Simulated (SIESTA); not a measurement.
# ZnO (zincite) (P6_3mc) in SIESTA: further runs, part 3 of 3

SIESTA 5.4.2.

## 5. Band structure, PBE

Input file ZnO.fdf:

```
SystemName                      zincite
SystemLabel                     ZnO
NumberOfSpecies                 2
NumberOfAtoms                   4
%block ChemicalSpeciesLabel
  1  30 Zn
  2   8 O
%endblock ChemicalSpeciesLabel

LatticeConstant                 1.0 Ang
%block LatticeVectors
     3.2493080000     0.0000000000     0.0000000000
    -1.6246540000     2.8139832727     0.0000000000
     0.0000000000     0.0000000000     5.2057090000
%endblock LatticeVectors
AtomicCoordinatesFormat         Fractional
%block AtomicCoordinatesAndAtomicSpecies
     0.6666666667     0.3333333333     0.0000000000  1  Zn
     0.3333333333     0.6666666667     0.5000000000  1  Zn
     0.3333333333     0.6666666667     0.8790100000  2  O
     0.6666666667     0.3333333333     0.3790100000  2  O
%endblock AtomicCoordinatesAndAtomicSpecies

%block kgrid.MonkhorstPack
    9   0   0  0.0
    0   9   0  0.0
    0   0   5  0.0
%endblock kgrid.MonkhorstPack
XC.Functional                   GGA
XC.Authors                      PBE
PAO.BasisSize                   TZP
PAO.EnergyShift                 0.002 Ry
Mesh.Cutoff                     800 Ry
OccupationFunction              FD
ElectronicTemperature           0.05 eV
MaxSCFIterations                120
SCF.MustConverge                false
SCF.Mixer.Method                Pulay
SCF.Mixer.Weight                0.25
SCF.Mixer.History               8
SCF.DM.Tolerance                5.0e-05
SCF.H.Tolerance                 1.0e-03 eV
WriteForces                     true
Charge.Mulliken                 end
BandLinesScale                  ReciprocalLatticeVectors
%block BandLines
    1    0.000000   0.000000   0.000000  \Gamma
   11    0.500000   0.000000   0.000000  M
    7    0.333333   0.333333   0.000000  K
   13    0.000000   0.000000   0.000000  \Gamma
    6    0.000000   0.000000   0.500000  A
   11    0.500000   0.000000   0.500000  L
    7    0.333333   0.333333   0.500000  H
   13    0.000000   0.000000   0.500000  A
    1    0.500000   0.000000   0.500000  L
    6    0.500000   0.000000   0.000000  M
    1    0.333333   0.333333   0.000000  K
    6    0.333333   0.333333   0.500000  H
%endblock BandLines
```

Potentials or basis: PseudoDojo 0.4 standard (PBE files), TZP (energy shift 0.002 Ry).

The run is started by

```console
$ siesta ZnO.fdf > ZnO.out 2>&1
```

It took 56 s on 1 thread of Arm Neoverse V1, shared host; peak memory 0.28 GiB.

It converged, with:

- Free energy: -12276.0454 eV
- Pressure: 5.9 GPa
- Largest force: 0.118 eV/Å
- Band gap on the k mesh: 1.12 eV, direct
- Band gap along the path: 1.12 eV, direct

Forces in eV/Å, atoms in the order of the input:
```
Zn   0.000  0.000 -0.118
Zn   0.000  0.000 -0.118
O    0.000  0.000  0.118
O    0.000  0.000  0.118
```

Stress tensor (GPa, compression positive):
```
5.74 0.00 0.00
0.00 5.74 0.00
0.00 0.00 6.18
```

Levels at the corners of the path, in eV from the valence-band top:
| point | band 23 | band 24 | band 25 | band 26 | band 27 | band 28 | band 29 | band 30 |
| --- | --- | --- | --- | --- | --- | --- | --- | --- |
| Γ | -0.78 | -0.05 | 0.00 | 0.00 | 1.12 | 5.75 | 8.45 | 15.15 |
| M | -2.85 | -2.21 | -1.29 | -0.80 | 6.22 | 7.04 | 8.00 | 9.21 |
| K | -3.63 | -1.92 | -1.92 | -1.68 | 8.20 | 8.27 | 8.32 | 8.32 |
| Γ | -0.78 | -0.05 | 0.00 | 0.00 | 1.12 | 5.75 | 8.45 | 15.15 |
| A | -0.39 | -0.39 | -0.39 | -0.39 | 3.81 | 3.81 | 10.93 | 10.93 |
| L | -1.47 | -1.47 | -1.33 | -1.33 | 6.00 | 6.00 | 8.90 | 8.90 |
| H | -2.71 | -2.71 | -1.18 | -1.18 | 8.26 | 8.26 | 8.52 | 8.52 |
| A | -0.39 | -0.39 | -0.39 | -0.39 | 3.81 | 3.81 | 10.93 | 10.93 |
| L | -1.47 | -1.47 | -1.33 | -1.33 | 6.00 | 6.00 | 8.90 | 8.90 |
| M | -2.85 | -2.21 | -1.29 | -0.80 | 6.22 | 7.04 | 8.00 | 9.21 |
| K | -3.63 | -1.92 | -1.92 | -1.68 | 8.20 | 8.27 | 8.32 | 8.32 |
| H | -2.71 | -2.71 | -1.18 | -1.18 | 8.26 | 8.26 | 8.52 | 8.52 |

Caveat: semicore shells carry a single zeta, which can move pressures by several GPa and volumes by a few percent; the valence orbitals were made in a potential fitted to the semicore shell under them, which widens gaps by tenths of an eV or more; the basis of atomic orbitals isn't converged, which shifts pressures, moduli and gaps.

## 6. The runs side by side

```tsv
level	potentials or basis	gap on the mesh (eV)	pressure (GPa)	largest force (eV/Å)
AM05	PseudoDojo 0.4 standard (PBEsol files), DZP (energy shift 0.002 Ry)	1.13	0.8	0.12
vdW-DF-cx	PseudoDojo 0.4 standard (PBE files), DZP (energy shift 0.002 Ry)	1.11	2.5	0.13
PBEsol	PseudoDojo 0.4 standard (PBEsol files), DZP (energy shift 0.002 Ry)	1.07	0.2	0.12
PBE	PseudoDojo 0.4 standard (PBE files), TZP (energy shift 0.002 Ry)	1.12	5.9	0.12
```

Alike in all rows: task band structure; no spin polarisation; cell as given; k mesh 9 × 9 × 5; smearing fermi-dirac 0.05 eV; grid cutoff 800 Ry; energy shift 0.002 Ry.

Caveats: semicore shells carry a single zeta, which can move pressures by several GPa and volumes by a few percent; the valence orbitals were made in a potential fitted to the semicore shell under them, which widens gaps by tenths of an eV or more; the basis of atomic orbitals isn't converged, which shifts pressures, moduli and gaps; the potentials were made for another functional, which shifts forces and pressure (some runs).

Absolute energies hang on the potentials; compare differences alone.

## 7. Comparison with measurements

Step 2. A measured gap of ZnO is 3.37 eV (quoted in “Electronic structure of alkaline earth and post-transition metal oxides”, 2009, arxiv:0908.1581); the calculated 1.13 eV misses it by -2.24 eV. So large a miss can be the level of theory's own, or it may mean another phase, state or a wrong row. The value is that of AM05 in an atomic basis (PseudoDojo 0.4 standard (PBEsol files), DZP (energy shift 0.002 Ry)), whose error adds to the functional's,, without temperature or zero-point motion. Semilocal functionals fall short of measured gaps as a rule.

Step 3. Against the measured gap of ZnO, 3.37 eV (quoted in “Electronic structure of alkaline earth and post-transition metal oxides”, 2009, arxiv:0908.1581), the calculated 1.11 eV is off by -2.26 eV. So large a miss can be the level of theory's own, or it may mean another phase, state or a wrong row. The value is that of vdW-DF-cx in an atomic basis (PseudoDojo 0.4 standard (PBE files), DZP (energy shift 0.002 Ry)), whose error adds to the functional's,, without temperature or zero-point motion.

Step 4. Against the measured gap of ZnO, 3.37 eV (quoted in “Electronic structure of alkaline earth and post-transition metal oxides”, 2009, arxiv:0908.1581), the calculated 1.07 eV is off by -2.30 eV. So large a miss can be the level of theory's own, or it may mean another phase, state or a wrong row. The value is that of PBEsol in an atomic basis (PseudoDojo 0.4 standard (PBEsol files), DZP (energy shift 0.002 Ry)), whose error adds to the functional's,, without temperature or zero-point motion. Semilocal functionals fall short of measured gaps as a rule.

Step 5. Measured gap of ZnO: 3.37 eV (quoted in “Electronic structure of alkaline earth and post-transition metal oxides”, 2009, arxiv:0908.1581). This calculation gives 1.12 eV (-2.25 eV). So large a miss can be the level of theory's own, or it may mean another phase, state or a wrong row. The value is that of PBE in an atomic basis (PseudoDojo 0.4 standard (PBE files), TZP (energy shift 0.002 Ry)), whose error adds to the functional's,, without temperature or zero-point motion. Semilocal functionals fall short of measured gaps as a rule.
